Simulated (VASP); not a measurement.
# GeS (Pnma) in VASP: further runs, part 2 of 2

VASP 6.6.1.

## 3. Relaxation of shape and atoms at fixed volume, PBE+D3(BJ) (a relaxed cell with its volume scaled by 1.04)

File INCAR:

```
ALGO = Normal
EDIFF = 1E-7
EDIFFG = -0.01
ENCUT = 600
GGA = PE
IBRION = 2
ISIF = 4
ISMEAR = 0
IVDW = 12
KPAR = 2
LASPH = T
LCHARG = F
LREAL = F
LWAVE = F
NELM = 80
NSW = 40
PREC = Accurate
SIGMA = 0.03
```

File KPOINTS:

```
k-points
0
Gamma
  4 8 6
```

File POSCAR:

```
GeS                                     
1.0
   10.7976988584      0.0000000000      0.0000000000
    0.0000000000      3.7327230925      0.0000000000
    0.0000000000      0.0000000000      4.4065838011
  Ge              S             
     4     4
Direct
     0.1247307389281593    0.2500000000000000    0.1326890020419413
     0.3752692610718407    0.7500000000000000    0.6326890020419412
     0.6247307389281593    0.2500000000000000    0.3673109979580587
     0.8752692610718407    0.7500000000000000    0.8673109979580588
     0.8495031896761398    0.2500000000000000    0.4964264727104492
     0.6504968103238602    0.7500000000000000    0.9964264727104492
     0.3495031896761398    0.2500000000000000    0.0035735272895508
     0.1504968103238602    0.7500000000000000    0.5035735272895508
```

Potentials or basis: VASP PAW PBE potentials, release 64 (Ge_d, S).

On the command line:

```
$ cat potpaw_PBE.64/Ge_d/POTCAR potpaw_PBE.64/S/POTCAR > POTCAR
$ mpirun -np 2 vasp_std > vasp.out
```

It took 12 min on 2 MPI ranks of Intel Xeon 6975P-C (Granite Rapids), shared host; peak memory 0.62 GiB.

Results (log left out):

```
Free energy                  : -39.2171 eV
Energy gained by relaxing    : 3.4 meV/atom
Ionic steps                  : 7
Pressure after relaxing      : -1.8 GPa
Largest force after relaxing : 0.006 eV/Å
Band gap on the k mesh       : 1.26 eV, direct
Dispersion energy per atom   : -0.321 eV
```

Forces in eV/Å, atoms in the order of the input:
```
Ge  -0.005  0.000  0.003
Ge   0.005  0.000  0.003
Ge  -0.005  0.000 -0.003
Ge   0.005  0.000 -0.003
S   -0.006  0.000  0.001
S    0.006  0.000  0.001
S   -0.006  0.000 -0.001
S    0.006  0.000 -0.001
```

Step by step:
| step | energy change (eV) | largest force (eV/Å) | pressure (GPa) |
| --- | --- | --- | --- |
| 1 | 0.0000 | 0.2352 | -3.11 |
| 2 | -0.0141 | 0.1330 | -2.67 |
| 3 | -0.0218 | 0.0459 | -2.06 |
| 4 | -0.0247 | 0.0259 | -1.97 |
| 5 | -0.0268 | 0.0175 | -1.83 |
| 6 | -0.0268 | 0.0201 | -1.82 |
| 7 | -0.0270 | 0.0064 | -1.78 |

Final structure:
```
CELL_PARAMETERS angstrom
10.85118 0.00000 0.00000
0.00000 3.67869 0.00000
0.00000 0.00000 4.44927
ATOMIC_POSITIONS crystal
Ge 0.12709 0.25000 0.13635
Ge 0.37291 0.75000 0.63635
Ge 0.62709 0.25000 0.36365
Ge 0.87291 0.75000 0.86365
S 0.84725 0.25000 0.49976
S 0.65275 0.75000 0.99976
S 0.34725 0.25000 0.00024
S 0.15275 0.75000 0.50024
```

Levels at points of the mesh, in eV from the valence-band top:
```tsv
k point	band 36	band 37	band 38	band 39	band 40	band 41	band 42	band 43	band 44	band 45
(0.00, 0.00, 0.00)	-1.93	-1.56	-0.85	-0.71	0.00	1.26	2.64	2.77	2.98	3.20
(0.50, 0.00, 0.00)	-1.83	-1.73	-1.73	-0.31	-0.31	2.42	2.42	2.63	2.63	3.67
(0.00, 0.50, 0.00)	-2.16	-1.42	-1.42	-1.06	-1.06	1.49	1.49	1.68	1.68	2.56
(0.50, 0.50, 0.00)	-2.36	-1.40	-1.40	-1.40	-1.40	1.79	1.79	1.79	1.79	2.78
(0.00, 0.00, 0.50)	-1.67	-0.91	-0.91	-0.29	-0.29	1.78	1.78	2.49	2.49	3.00
(0.50, 0.00, 0.50)	-2.09	-0.74	-0.74	-0.31	-0.31	1.79	1.79	2.38	2.38	3.20
(0.00, 0.50, 0.50)	-3.42	-1.88	-1.88	-1.18	-1.18	3.14	3.14	3.27	3.27	4.75
(0.50, 0.50, 0.50)	-3.85	-1.32	-1.32	-1.32	-1.32	2.96	2.96	2.96	2.96	4.59
```

A k mesh can miss the band edges.

## 4. Relaxation of cell and atoms, r2SCAN

File INCAR:

```
PREC = Accurate
ENCUT = 600
EDIFF = 1E-6
ISMEAR = 0
SIGMA = 0.03
LREAL = F
LASPH = T
NELM = 80
ALGO = Normal
ISIF = 3
LWAVE = F
LCHARG = F
METAGGA = R2SCAN
LMIXTAU = T
IBRION = 2
NSW = 90
EDIFFG = -0.01
KPAR = 2
```

File KPOINTS:

```
Automatic mesh
0
Gamma
  4 8 6
```

File POSCAR:

```
GeS
1.0
   10.4810000000      0.0000000000      0.0000000000
    0.0000000000      3.6460000000      0.0000000000
    0.0000000000      0.0000000000      4.2990000000
Ge S
4 4
Direct
    0.1221000000      0.2500000000      0.1277000000
    0.3779000000      0.7500000000      0.6277000000
    0.6221000000      0.2500000000      0.3723000000
    0.8779000000      0.7500000000      0.8723000000
    0.8495000000      0.2500000000      0.5023000000
    0.6505000000      0.7500000000      0.0023000000
    0.3495000000      0.2500000000      0.9977000000
    0.1505000000      0.7500000000      0.4977000000
```

On the command line:

```
$ cat potpaw_PBE.64/Ge_d/POTCAR potpaw_PBE.64/S/POTCAR > POTCAR
$ mpirun -np 2 vasp_std > vasp.out
```

It took 1.8 h on 2 MPI ranks of Intel Xeon Platinum 8488C (Sapphire Rapids), shared host; peak memory 0.61 GiB.

It converged, with:

```yaml
Free_energy: -89.5994 eV
Relaxed_volume: 22.09 Å³/atom
Relaxed_cell: a = 10.818 Å, b = 3.583 Å, c = 4.559 Å, α = 90.00°, β = 90.00°, γ = 90.00°
Space_group_after_relaxing_to_0.05_Å: Pnma (No. 62)
Energy_gained_by_relaxing: 9.5 meV/atom
Ionic_steps: 16
Pressure_after_relaxing: 0.0 GPa
Largest_force_after_relaxing: 0.006 eV/Å
Band_gap_on_the_k_mesh: 1.36 eV, direct
```

Forces on the atoms (eV/Å):
```
Ge   0.004  0.000  0.000
Ge  -0.004  0.000  0.000
Ge   0.004  0.000  0.000
Ge  -0.004  0.000  0.000
S   -0.005  0.000 -0.003
S    0.005  0.000 -0.003
S   -0.005  0.000  0.003
S    0.005  0.000  0.003
```

The path:
```csv
step,energy change (eV),largest force (eV/Å),pressure (GPa),volume (Å³)
1,0.0000,0.1337,0.87,164.28
2,-0.0173,0.1816,0.10,166.95
3,-0.0244,0.2373,-0.69,169.96
4,-0.0358,0.1887,-0.53,170.48
5,-0.0547,0.0666,-0.14,171.72
6,-0.0557,0.2340,0.71,174.17
7,-0.0615,0.1001,0.29,172.98
8,-0.0682,0.0704,0.12,174.27
9,-0.0742,0.0272,-0.36,178.09
10,-0.0746,0.0212,-0.27,177.28
11,-0.0758,0.0297,0.08,176.66
12,-0.0758,0.0253,0.03,176.72
13,-0.0760,0.0125,0.02,176.76
14,-0.0760,0.0091,-0.01,176.78
15,-0.0760,0.0092,-0.01,176.77
16,-0.0761,0.0061,0.01,176.73
```

Final structure:
```cif
data_structure
_symmetry_space_group_name_H-M 'P 1'
_symmetry_Int_Tables_number 1
_cell_length_a 10.8185
_cell_length_b 3.5828
_cell_length_c 4.5595
_cell_angle_alpha 90.000
_cell_angle_beta 90.000
_cell_angle_gamma 90.000
_cell_volume 176.73
loop_
_atom_site_label
_atom_site_type_symbol
_atom_site_fract_x
_atom_site_fract_y
_atom_site_fract_z
_atom_site_occupancy
Ge1 Ge 0.12811 0.25000 0.13641 1
Ge2 Ge 0.37189 0.75000 0.63641 1
Ge3 Ge 0.62811 0.25000 0.36359 1
Ge4 Ge 0.87189 0.75000 0.86359 1
S1 S 0.84474 0.25000 0.51309 1
S2 S 0.65526 0.75000 0.01309 1
S3 S 0.34474 0.25000 0.98691 1
S4 S 0.15526 0.75000 0.48691 1
```

Levels at points of the mesh, in eV from the valence-band top:
| k point | band 38 | band 39 | band 40 | band 41 | band 42 | band 43 |
| --- | --- | --- | --- | --- | --- | --- |
| (0.00, 0.00, 0.00) | -1.08 | -0.98 | 0.00 | 1.36 | 2.44 | 2.88 |
| (0.50, 0.00, 0.00) | -2.07 | -0.48 | -0.48 | 2.29 | 2.29 | 2.76 |
| (0.00, 0.50, 0.00) | -1.84 | -1.40 | -1.40 | 1.52 | 1.52 | 1.78 |
| (0.50, 0.50, 0.00) | -1.75 | -1.75 | -1.75 | 1.84 | 1.84 | 1.84 |
| (0.00, 0.00, 0.50) | -1.31 | -0.46 | -0.46 | 2.07 | 2.07 | 2.71 |
| (0.50, 0.00, 0.50) | -1.19 | -0.48 | -0.48 | 2.08 | 2.08 | 2.55 |
| (0.00, 0.50, 0.50) | -2.02 | -1.42 | -1.42 | 3.17 | 3.17 | 3.22 |
| (0.50, 0.50, 0.50) | -1.53 | -1.53 | -1.53 | 3.01 | 3.01 | 3.01 |

Caveat: the PAW data sets were made with another functional, which shifts forces and pressure a little.

## 5. Relaxation of cell and atoms, r2SCAN

This run uses another cell than the first one, of 22.09 Å³/atom, 1.076 times its volume.

Edit INCAR of step 4 so:

```diff
@@ -2,3 +2,3 @@
 ENCUT = 600
-EDIFF = 1E-6
+EDIFF = 1E-7
 ISMEAR = 0
@@ -16,3 +16,3 @@
 NSW = 90
-EDIFFG = -0.01
+EDIFFG = -0.005
 KPAR = 2
```

KPOINTS is that of step 4.

File POSCAR:

```
GeS                                     
1.0
   10.8184630029      0.0000000000      0.0000000000
    0.0000000000      3.5828333492      0.0000000000
    0.0000000000     -0.0000000000      4.5594805226
  Ge              S             
     4     4
Direct
     0.1281135520013973    0.2500000000000000    0.1364059148119105
     0.3718864479986028    0.7500000000000000    0.6364059148119103
     0.6281135520013974    0.2500000000000000    0.3635940851880896
     0.8718864479986026    0.7500000000000000    0.8635940851880897
     0.8447395919255472    0.2500000000000000    0.5130910832817621
     0.6552604080744528    0.7500000000000000    0.0130910832817619
     0.3447395919255468    0.2500000000000000    0.9869089167182379
     0.1552604080744533    0.7500000000000000    0.4869089167182380
```

On the command line:

```
$ cat potpaw_PBE.64/Ge_d/POTCAR potpaw_PBE.64/S/POTCAR > POTCAR
$ mpirun -np 2 vasp_std > vasp.out
```

Run time: 63 min. Hardware: 2 MPI ranks of Intel Xeon Platinum 8488C (Sapphire Rapids), shared host; peak memory 0.66 GiB.

It converged, with:

```
Free energy                            : -89.6010 eV
Relaxed volume                         : 22.05 Å³/atom
Relaxed cell                           : a = 10.819 Å, b = 3.587 Å, c = 4.547 Å, α = 90.00°, β = 90.00°, γ = 90.00°
Space group after relaxing (to 0.05 Å) : Pnma (No. 62)
Energy gained by relaxing              : 0.0 meV/atom
Ionic steps                            : 10
Pressure after relaxing                : 0.0 GPa
Largest force after relaxing           : 0.003 eV/Å
Band gap on the k mesh                 : 1.35 eV, direct
```

Forces in eV/Å, atoms in the order of the input:
```
Ge   0.001  0.000  0.000
Ge  -0.001  0.000  0.000
Ge   0.001  0.000  0.000
Ge  -0.001  0.000  0.000
S    0.001  0.000 -0.003
S   -0.001  0.000 -0.003
S    0.001  0.000  0.003
S   -0.001  0.000  0.003
```

Step by step:
```
step  energy change (eV)  largest force (eV/Å)  pressure (GPa)  volume (Å³)
   1              0.0000                0.0061           -0.02       176.73
   2             -0.0001                0.0069            0.00       176.65
   3             -0.0001                0.0082            0.02       176.62
   4             -0.0001                0.0110            0.04       176.56
   5             -0.0001                0.0102            0.03       176.57
   6             -0.0001                0.0079            0.00       176.59
   7             -0.0001                0.0074           -0.01       176.60
   8             -0.0001                0.0058           -0.02       176.58
   9             -0.0002                0.0036           -0.03       176.54
  10             -0.0002                0.0032            0.00       176.43
```

Final structure:
```
Ge S
1.0
    10.81900    0.00000    0.00000
     0.00000    3.58672    0.00000
     0.00000    0.00000    4.54657
Ge S
4 4
Cartesian
  1.3851 0.8967 0.6200
  4.0244 2.6900 2.8933
  6.7946 0.8967 1.6533
  9.4339 2.6900 3.9266
  9.1387 0.8967 2.3298
  7.0898 2.6900 0.0565
  3.7292 0.8967 4.4901
  1.6803 2.6900 2.2168
```

Levels at points of the mesh, in eV from the valence-band top:
```tsv
k point	band 36	band 37	band 38	band 39	band 40	band 41	band 42	band 43	band 44	band 45
(0.00, 0.00, 0.00)	-2.25	-1.92	-1.06	-0.99	0.00	1.35	2.45	2.88	3.16	3.19
(0.50, 0.00, 0.00)	-2.09	-2.07	-2.07	-0.47	-0.47	2.30	2.30	2.75	2.75	3.74
(0.00, 0.50, 0.00)	-2.68	-1.83	-1.83	-1.39	-1.39	1.54	1.54	1.79	1.79	2.77
(0.50, 0.50, 0.00)	-2.84	-1.74	-1.74	-1.74	-1.74	1.85	1.85	1.85	1.85	2.95
(0.00, 0.00, 0.50)	-2.14	-1.30	-1.30	-0.45	-0.45	2.07	2.07	2.71	2.71	3.19
(0.50, 0.00, 0.50)	-2.53	-1.17	-1.17	-0.47	-0.47	2.08	2.08	2.55	2.55	3.60
(0.00, 0.50, 0.50)	-4.00	-2.03	-2.03	-1.42	-1.42	3.19	3.19	3.23	3.23	4.72
(0.50, 0.50, 0.50)	-4.39	-1.54	-1.54	-1.54	-1.54	3.02	3.02	3.02	3.02	4.53
```

Caveat: the PAW data sets were made with another functional, which shifts forces and pressure a little.

## 6. Summary

```tsv
task	level	cell	gap on the mesh (eV)	pressure (GPa)	largest force (eV/Å)
relaxation of shape and atoms at fixed volume	PBE+D3(BJ)	atoms relaxed at fixed volume from: a relaxed cell with its volume scaled by 1.02	1.27	-1.1	0.01
relaxation of shape and atoms at fixed volume	PBE+D3(BJ)	atoms relaxed at fixed volume from: a relaxed cell with its volume scaled by 1.04	1.26	-1.8	0.01
relaxation of cell and atoms	r2SCAN	relaxed	1.35	0.0	-
```

Alike in all rows: potentials or basis VASP PAW PBE potentials, release 64 (Ge_d, S); no spin polarisation; k mesh 4 × 8 × 6; cutoff (eV) 600; smearing gaussian 0.03 eV.

Caveats: the PAW data sets were made with another functional, which shifts forces and pressure a little (some runs).

Absolute energies hang on the potentials; compare differences alone.
